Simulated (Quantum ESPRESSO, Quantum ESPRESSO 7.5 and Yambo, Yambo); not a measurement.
**Quasiparticle gap of InP (F-43m) in Yambo**

Aim: the G0W0 gap of InP (F-43m) on PBE, step by step.

Calculated with Quantum ESPRESSO 7.5 and Yambo 5.3.0; PBE and many-body steps on it, plane waves.

## Step 1: The structure

Symmetry: F-43m, No. 216, cubic system. The conventional cell has a = 5.869 Å, b = 5.869 Å, c = 5.869 Å, α = 90.00°, β = 90.00°, γ = 90.00°. In has 4 P at 2.54 Å nearest. P has 4 In at 2.54 Å nearest. Farther neighbours are not listed.

Coordinates:

```cif
data_structure
_symmetry_space_group_name_H-M 'F-43m'
_symmetry_Int_Tables_number 216
_cell_length_a 5.8687
_cell_length_b 5.8687
_cell_length_c 5.8687
_cell_angle_alpha 90.000
_cell_angle_beta 90.000
_cell_angle_gamma 90.000
_cell_volume 202.13
loop_
_atom_site_label
_atom_site_type_symbol
_atom_site_symmetry_multiplicity
_atom_site_Wyckoff_symbol
_atom_site_fract_x
_atom_site_fract_y
_atom_site_fract_z
_atom_site_occupancy
In1 In 4 a 0.00000 0.00000 0.00000 1
P1 P 4 d 0.25000 0.25000 0.75000 1
```

The cell and positions come from the Crystallography Open Database and are kept as given unless a step says otherwise.

## Step 2: Ground state

This step: Quantum ESPRESSO 7.5; DFT, PBE, plane waves, norm-conserving pseudopotentials.

The ground-state density comes first.

pw.in

```
&control
  calculation = 'scf'
  prefix = 'x'
  outdir = 'o'
  pseudo_dir = 'pseudo'
/
&system
  ibrav = 0
  nat = 2
  ntyp = 2
  ecutwfc = 80.0
  nbnd = 18
  force_symmorphic = .true.
/
&electrons
  conv_thr = 1e-10
  electron_maxstep = 80
  mixing_beta = 0.5
/
ATOMIC_SPECIES
  In 114.82 In.upf
  P 30.974 P.upf
CELL_PARAMETERS angstrom
  -0.0000000000 2.9343500000 2.9343500000
  2.9343500000 -0.0000000000 2.9343500000
  2.9343500000 2.9343500000 -0.0000000000
ATOMIC_POSITIONS crystal
  In 0.0000000000 0.0000000000 0.0000000000
  P 0.2500000000 0.2500000000 0.2500000000
K_POINTS automatic
  6 6 6 0 0 0
```

Command:

```bash
$ OMP_NUM_THREADS=1 mpirun -n 4 pw.x -nk 4 -in pw.in > pw.out
```

The program printed:

```text
Program PWSCF v.7.5 starts

     This program is part of the open-source Quantum ESPRESSO suite
     for quantum simulation of materials; please cite
         "P. Giannozzi et al., J. Phys.:Condens. Matter 21 395502 (2009);
         "P. Giannozzi et al., J. Phys.:Condens. Matter 29 465901 (2017);
         "P. Giannozzi et al., J. Chem. Phys. 152 154105 (2020);
     in publications or presentations arising from this work. More details at
     Message from routine setup:
     using ibrav=0 with symmetry is DISCOURAGED, use correct ibrav instead

     G-vector sticks info

     bravais-lattice index     =            0
     lattice parameter (alat)  =       7.8420  a.u.
     unit-cell volume          =     341.0062 (a.u.)^3
     number of atoms/cell      =            2
     number of atomic types    =            2
     number of electrons       =        26.00
     number of Kohn-Sham states=           18
     kinetic-energy cutoff     =      80.0000  Ry
     charge density cutoff     =     320.0000  Ry
     scf convergence threshold =      1.0E-10
     mixing beta               =       0.5000
     number of iterations used =            8  plain     mixing
     Exchange-correlation= PBE
                           (   1   4   3   4   0   0   0)

     celldm(1)=   7.841981  celldm(2)=   0.000000  celldm(3)=   0.000000
     celldm(4)=   0.000000  celldm(5)=   0.000000  celldm(6)=   0.000000

     crystal axes: (cart. coord. in units of alat)
               a(1) = (  -0.000000   0.707107   0.707107 )
               a(2) = (   0.707107  -0.000000   0.707107 )
               a(3) = (   0.707107   0.707107  -0.000000 )

     reciprocal axes: (cart. coord. in units 2 pi/alat)
               b(1) = ( -0.707107  0.707107  0.707107 )
               b(2) = (  0.707107 -0.707107  0.707107 )
               b(3) = (  0.707107  0.707107 -0.707107 )
     Pseudo is Norm-conserving + core correction, Zval = 21.0
     Generated using ONCVPSP code by D. R. Hamann
     Using radial grid of 1964 points,  6 beta functions with:
     Pseudo is Norm-conserving + core correction, Zval =  5.0
     Generated using ONCVPSP code by D. R. Hamann
     Using radial grid of 1298 points,  6 beta functions with:
     In               21.00   114.82000     In( 1.00)
     P                 5.00    30.97400     P ( 1.00)

     24 Sym. Ops. (no inversion) found

   Cartesian axes

     site n.     atom                  positions (alat units)
         1        In     tau(   1) = (   0.0000000   0.0000000   0.0000000  )
         2        P      tau(   2) = (   0.3535534   0.3535534   0.3535534  )

     number of k points=    16
                       cart. coord. in units 2pi/alat
        k(    1) = (   0.0000000   0.0000000   0.0000000), wk =   0.0092593
        k(    2) = (   0.1178511   0.1178511  -0.1178511), wk =   0.0740741
        k(    3) = (   0.2357023   0.2357023  -0.2357023), wk =   0.0740741
        k(    4) = (  -0.3535534  -0.3535534   0.3535534), wk =   0.0370370
        k(    5) = (   0.2357023   0.0000000  -0.0000000), wk =   0.0555556
        k(    6) = (   0.3535534   0.1178511  -0.1178511), wk =   0.2222222
        k(    7) = (  -0.2357023  -0.4714045   0.4714045), wk =   0.2222222
        k(    8) = (  -0.1178511  -0.3535534   0.3535534), wk =   0.2222222
        k(    9) = (   0.0000000  -0.2357023   0.2357023), wk =   0.1111111
        k(   10) = (   0.4714045   0.0000000  -0.0000000), wk =   0.0555556
     [... 4 further rows ...]
        k(   15) = (  -0.1178511  -0.3535534   0.5892557), wk =   0.2222222
        k(   16) = (  -0.7071068   0.2357023   0.0000000), wk =   0.1111111

     Dense  grid:    33079 G-vectors     FFT dimensions: (  45,  45,  45)

     Initial potential from superposition of free atoms

     starting charge      25.9960, renormalised to      26.0000
     Starting wfcs are   17 randomized atomic wfcs +    1 random wfcs

     per-process dynamical memory:    30.2 Mb

     Self-consistent Calculation

     iteration #  1     ecut=    80.00 Ry     beta= 0.50

     Threshold (ethr) on eigenvalues was too large:
     Diagonalizing with lowered threshold

     total energy              =    -412.74746097 Ry
     estimated scf accuracy    <       0.10739234 Ry

     iteration #  2     ecut=    80.00 Ry     beta= 0.50

     total energy              =    -412.77076598 Ry
     estimated scf accuracy    <       0.00822102 Ry

     iteration #  3     ecut=    80.00 Ry     beta= 0.50

     total energy              =    -412.77160411 Ry
     estimated scf accuracy    <       0.00140623 Ry

     iteration #  4     ecut=    80.00 Ry     beta= 0.50

     total energy              =    -412.77165302 Ry
     estimated scf accuracy    <       0.00002987 Ry

     iteration #  5     ecut=    80.00 Ry     beta= 0.50

     total energy              =    -412.77166083 Ry
     estimated scf accuracy    <       0.00000137 Ry

     iteration #  6     ecut=    80.00 Ry     beta= 0.50

     total energy              =    -412.77166130 Ry
     estimated scf accuracy    <       0.00000022 Ry

     iteration #  7     ecut=    80.00 Ry     beta= 0.50

     total energy              =    -412.77166136 Ry
     estimated scf accuracy    <          2.9E-09 Ry

     iteration #  8     ecut=    80.00 Ry     beta= 0.50

     total energy              =    -412.77166136 Ry
     estimated scf accuracy    <          5.6E-10 Ry

     iteration #  9     ecut=    80.00 Ry     beta= 0.50

     End of self-consistent calculation

          k = 0.0000 0.0000 0.0000 (  4111 PWs)   bands (ev):

  -106.7657 -65.2427 -65.2427 -65.2427  -5.9357  -5.9357  -5.9357  -5.7871
    -5.7871  -3.2311   8.2604   8.2604   8.2604   8.9469  12.3492  12.3492
    12.3492  16.8336

          k = 0.1179 0.1179-0.1179 (  4101 PWs)   bands (ev):

  -106.7657 -65.2428 -65.2427 -65.2427  -5.9669  -5.9235  -5.9235  -5.7866
    -5.7866  -2.9201   6.0785   7.9582   7.9582  10.0471  12.7529  12.7862
    12.7862  16.8614

          k = 0.2357 0.2357-0.2357 (  4128 PWs)   bands (ev):

  -106.7657 -65.2429 -65.2427 -65.2427  -6.0249  -5.9041  -5.9041  -5.7802
    -5.7802  -2.1181   3.7083   7.4893   7.4893   9.9042  13.1243  13.1243
    14.5294  17.1650

          k =-0.3536-0.3536 0.3536 (  4140 PWs)   bands (ev):

     [... further k-points ...]

     highest occupied, lowest unoccupied level (ev):     8.2604    8.9469

!    total energy              =    -412.77166136 Ry
     estimated scf accuracy    <          5.0E-12 Ry

     The total energy is the sum of the following terms:
     one-electron contribution =    -293.80604766 Ry
     hartree contribution      =     149.15520845 Ry
     xc contribution           =     -60.28463715 Ry
     ewald contribution        =    -207.83618500 Ry

     convergence has been achieved in   9 iterations

     XML data file, charge density, pseudopotentials, collected wavefunctions

=------------------------------------------------------------------------------=
   JOB DONE.
=------------------------------------------------------------------------------=
```

The job ended after 4.9 s (4 MPI ranks of Intel Xeon Platinum 8559C (Emerald Rapids), shared host; peak memory 0.3 GiB; 18 s of CPU time).

This step gave:

* total energy: -5616.0446 eV
* gap: 0.6864 eV
* k of the valence top: 0, 0, 0
* k of the conduction bottom: 0, 0, 0
* least direct gap: 0.6864 eV

The gap is direct, at Γ.

## Step 3: Bands along the symmetry lines

Levels along a band path, at the cheap level, show where the edges lie and whether the meshes to come will hold them.

pw.in

```
&control
  calculation = 'bands'
  prefix = 'x'
  outdir = 'o'
  pseudo_dir = 'pseudo'
/
&system
  ibrav = 0
  nat = 2
  ntyp = 2
  ecutwfc = 80.0
  nbnd = 19
  force_symmorphic = .true.
/
&electrons
  conv_thr = 1e-9
  electron_maxstep = 80
  diago_full_acc = .true.
  diago_thr_init = 5e-6
/
ATOMIC_SPECIES
  In 114.82 In.upf
  P 30.974 P.upf
CELL_PARAMETERS angstrom
  -0.0000000000 2.9343500000 2.9343500000
  2.9343500000 -0.0000000000 2.9343500000
  2.9343500000 2.9343500000 -0.0000000000
ATOMIC_POSITIONS crystal
  In 0.0000000000 0.0000000000 0.0000000000
  P 0.2500000000 0.2500000000 0.2500000000
K_POINTS crystal
  50
  0.00000000 0.00000000 0.00000000 1
  -0.06250000 -0.06250000 0.00000000 1
  -0.12500000 -0.12500000 0.00000000 1
  -0.18750000 -0.18750000 0.00000000 1
  -0.25000000 -0.25000000 0.00000000 1
  -0.31250000 -0.31250000 0.00000000 1
  -0.37500000 -0.37500000 0.00000000 1
  -0.43750000 -0.43750000 0.00000000 1
  -0.50000000 -0.50000000 0.00000000 1
  -0.48437500 -0.48437500 0.03125000 1
  -0.46875000 -0.46875000 0.06250000 1
  -0.45312500 -0.45312500 0.09375000 1
  -0.43750000 -0.43750000 0.12500000 1
  -0.42187500 -0.42187500 0.15625000 1
  -0.40625000 -0.40625000 0.18750000 1
  -0.39062500 -0.39062500 0.21875000 1
  -0.37500000 -0.37500000 0.25000000 1
  -0.37500000 0.00000000 0.37500000 1
  -0.32812500 0.00000000 0.32812500 1
  -0.28125000 0.00000000 0.28125000 1
  -0.23437500 0.00000000 0.23437500 1
  -0.18750000 0.00000000 0.18750000 1
  -0.14062500 0.00000000 0.14062500 1
  -0.09375000 0.00000000 0.09375000 1
  -0.04687500 0.00000000 0.04687500 1
  0.00000000 0.00000000 0.00000000 1
  0.00000000 0.00000000 0.06250000 1
  0.00000000 0.00000000 0.12500000 1
  0.00000000 0.00000000 0.18750000 1
  0.00000000 0.00000000 0.25000000 1
  0.00000000 0.00000000 0.31250000 1
  0.00000000 0.00000000 0.37500000 1
  0.00000000 0.00000000 0.43750000 1
  -0.00000000 -0.00000000 0.50000000 1
  -0.06250000 -0.03125000 0.46875000 1
  -0.12500000 -0.06250000 0.43750000 1
  -0.18750000 -0.09375000 0.40625000 1
  -0.25000000 -0.12500000 0.37500000 1
  -0.31250000 -0.15625000 0.34375000 1
  -0.37500000 -0.18750000 0.31250000 1
  -0.43750000 -0.21875000 0.28125000 1
  -0.50000000 -0.25000000 0.25000000 1
  -0.50000000 -0.28125000 0.21875000 1
  -0.50000000 -0.31250000 0.18750000 1
  -0.50000000 -0.34375000 0.15625000 1
  -0.50000000 -0.37500000 0.12500000 1
  -0.50000000 -0.40625000 0.09375000 1
  -0.50000000 -0.43750000 0.06250000 1
  -0.50000000 -0.46875000 0.03125000 1
  -0.50000000 -0.50000000 0.00000000 1
```

The program printed:

```text
[banner, memory and clock lines left out]
Program PWSCF v.7.5 starts

     Atomic positions and unit cell read from directory:
     o/x.save/

     Message from routine setup:
     using ibrav=0 with symmetry is DISCOURAGED, use correct ibrav instead

     G-vector sticks info

     bravais-lattice index     =            0
     lattice parameter (alat)  =       7.8420  a.u.
     unit-cell volume          =     341.0062 (a.u.)^3
     number of atoms/cell      =            2
     number of atomic types    =            2
     number of electrons       =        26.00
     number of Kohn-Sham states=           19
     kinetic-energy cutoff     =      80.0000  Ry
     charge density cutoff     =     320.0000  Ry
     Exchange-correlation= PBE
                           (   1   4   3   4   0   0   0)

     celldm(1)=   7.841981  celldm(2)=   0.000000  celldm(3)=   0.000000
     celldm(4)=   0.000000  celldm(5)=   0.000000  celldm(6)=   0.000000

     crystal axes: (cart. coord. in units of alat)
               a(1) = (  -0.000000   0.707107   0.707107 )
               a(2) = (   0.707107  -0.000000   0.707107 )
               a(3) = (   0.707107   0.707107  -0.000000 )

     reciprocal axes: (cart. coord. in units 2 pi/alat)
               b(1) = ( -0.707107  0.707107  0.707107 )
               b(2) = (  0.707107 -0.707107  0.707107 )
               b(3) = (  0.707107  0.707107 -0.707107 )
     Pseudo is Norm-conserving + core correction, Zval = 21.0
     Generated using ONCVPSP code by D. R. Hamann
     Using radial grid of 1964 points,  6 beta functions with:
     Pseudo is Norm-conserving + core correction, Zval =  5.0
     Generated using ONCVPSP code by D. R. Hamann
     Using radial grid of 1298 points,  6 beta functions with:
     In               21.00   114.82000     In( 1.00)
     P                 5.00    30.97400     P ( 1.00)

     24 Sym. Ops. (no inversion) found

   Cartesian axes

     site n.     atom                  positions (alat units)
         1        In     tau(   1) = (   0.0000000   0.0000000   0.0000000  )
         2        P      tau(   2) = (   0.3535534   0.3535534   0.3535534  )

     number of k points=    50
                       cart. coord. in units 2pi/alat
        k(    1) = (   0.0000000   0.0000000   0.0000000), wk =   0.0400000
        k(    2) = (   0.0000000   0.0000000  -0.0883883), wk =   0.0400000
        k(    3) = (   0.0000000   0.0000000  -0.1767767), wk =   0.0400000
[...]
[... 38 further rows ...]
        k(   49) = (   0.0441942  -0.0000000  -0.7071068), wk =   0.0400000
        k(   50) = (   0.0000000   0.0000000  -0.7071068), wk =   0.0400000

     Dense  grid:    33079 G-vectors     FFT dimensions: (  45,  45,  45)

     The potential is recalculated from file :
     o/x.save/charge-density

     Starting wfcs are   17 randomized atomic wfcs +    2 random wfcs

     Band Structure Calculation

     End of band structure calculation

          k = 0.0000 0.0000 0.0000 (  4111 PWs)   bands (ev):

  -106.7657 -65.2427 -65.2427 -65.2427  -5.9358  -5.9358  -5.9358  -5.7871
    -5.7871  -3.2311   8.2604   8.2604   8.2604   8.9469  12.3492  12.3492
    12.3492  16.8337  17.6674

          k = 0.0000 0.0000-0.0884 (  4127 PWs)   bands (ev):

  -106.7657 -65.2427 -65.2427 -65.2427  -5.9444  -5.9320  -5.9320  -5.7886
[...]
12.5505  17.0290  17.1894

          k = 0.0000 0.0000-0.1768 (  4112 PWs)   bands (ev):

[...]
13.0776  16.0599  17.8131

          k = 0.0000 0.0000-0.2652 (  4096 PWs)   bands (ev):

[...]
k =-0.0000-0.0000-0.4419 (  4100 PWs)   bands (ev):

[...]
k =-0.0000-0.0000-0.6187 (  4116 PWs)   bands (ev):

[...]
k = 0.5303-0.0000-0.5303 (  4149 PWs)   bands (ev):

[...]
k = 0.3977-0.0000-0.3977 (  4121 PWs)   bands (ev):

[...]
k = 0.2652-0.0000-0.2652 (  4111 PWs)   bands (ev):

[...]
k = 0.0000 0.0000 0.0000 (  4111 PWs)   bands (ev):

[...]
k = 0.1326 0.0000-0.7071 (  4138 PWs)   bands (ev):

[...]
k = 0.0884-0.0000-0.7071 (  4132 PWs)   bands (ev):

[...]
k = 0.0442-0.0000-0.7071 (  4126 PWs)   bands (ev):

[...]
17.6184  17.9297  19.1098

          k = 0.0000 0.0000-0.7071 (  4136 PWs)   bands (ev):

  -106.7657 -65.2429 -65.2428 -65.2428  -6.1176  -5.8374  -5.8328  -5.8328
    -5.7526  -0.8726   2.5257   5.9541   5.9541  10.0272  10.5269  17.4628
    17.8196  17.8196  19.0366

     XML data file, pseudopotentials, collected wavefunctions
```

Elapsed: 4 s, on 4 MPI ranks; peak memory 0.27 GiB; 15 s of CPU time.

This step gave:

* gap: 0.6864 eV
* k of the valence top: 0, 0, 0
* k of the conduction bottom: 0, 0, 0
* least direct gap: 0.6864 eV

The gap is 0.686 eV, as in the run before at this level.

The electronic bands at the labelled points (eV, zero at the top of the highest filled band):

```tsv
point	band 10	band 11	band 12	band 13	band 14	band 15	band 16	band 17
Γ	-11.49	0.00	0.00	0.00	0.69	4.09	4.09	4.09
halfway	-10.60	-3.33	-1.40	-1.40	2.49	3.12	6.37	6.37
X	-9.13	-5.73	-2.31	-2.31	1.77	2.27	9.20	9.56
halfway	-9.12	-5.70	-2.73	-2.21	2.04	2.87	8.38	8.70
U	-9.14	-5.59	-3.29	-1.93	2.36	4.38	7.50	7.53
jump to K	-9.14	-5.59	-3.29	-1.93	2.36	4.38	7.50	7.53
halfway	-10.51	-3.79	-2.00	-0.57	2.82	4.69	4.99	5.21
Γ	-11.49	0.00	0.00	0.00	0.69	4.09	4.09	4.09
halfway	-10.82	-3.44	-0.55	-0.55	1.78	4.79	4.79	5.32
L	-9.78	-5.71	-0.96	-0.96	1.49	4.80	4.80	7.11
halfway	-9.47	-5.53	-2.68	-1.62	3.16	4.19	5.87	7.21
W	-9.06	-5.58	-2.94	-2.89	4.29	4.37	5.56	6.21
halfway	-9.09	-5.66	-2.64	-2.63	2.69	3.10	7.65	7.73
X	-9.13	-5.73	-2.31	-2.31	1.77	2.27	9.20	9.56
```

The electronic bands as a text plot (rows in eV, shown from -8.0 to 6.7 only):

```
    6.4 |     ++            ++                 +         ++++
    5.8 |    +              ++               ++      +++++++
    5.2 |                  ++++++++++       ++++  +++
    4.5 | +++             +     ++++++   ++++   ++++++  +++
    3.9 |++              +         ++++++             ++++ ++
    3.3 |  ++ ++        +                             ++    ++
    2.7 |    ++++++    +   ++++++++                  +       +++
    2.1 |  ++   +++++++++++        ++      +        +         +++
    1.5 | +          +               +   ++ ++++++++
    0.9 |+                            +++
    0.3 |*                           ***
   -0.4 | ***                   ******  *****
   -1.0 |    *              ****     *       ********
   -1.6 |  ** ****         *     ****    **         ***
   -2.2 |    *    *********     *                    * **      **
   -2.8 |              **     ** **        *          ** ******
   -3.4 |     **         *****              *           **
   -4.0 |       **              *            **
   -4.6 |         *           **
   -5.2 |          **      ***                 **     ***
   -5.9 |            ******                      *****   ********
   -6.5 |
   -7.1 |
   -7.7 |
         Γ           X  U|K            Γ         L        W     X
```

[end of part 1 of 2]

[Paths, hosts, dates, memory and timing lines, banners, echoed tables and standing remarks are left out of the program output.]

[Logs are printed without paths, hosts, clocks, repeated set-up lines and the standing remarks that a program may print on its own settings, such as how far it seeks lower states.]

[Runs of the session that timed out or met a known fault of the program may be left out.]

[Hosts, paths, dates, database ids (printed as entryN), source tags and the programs' standing remarks are cut or masked in the printed files.]
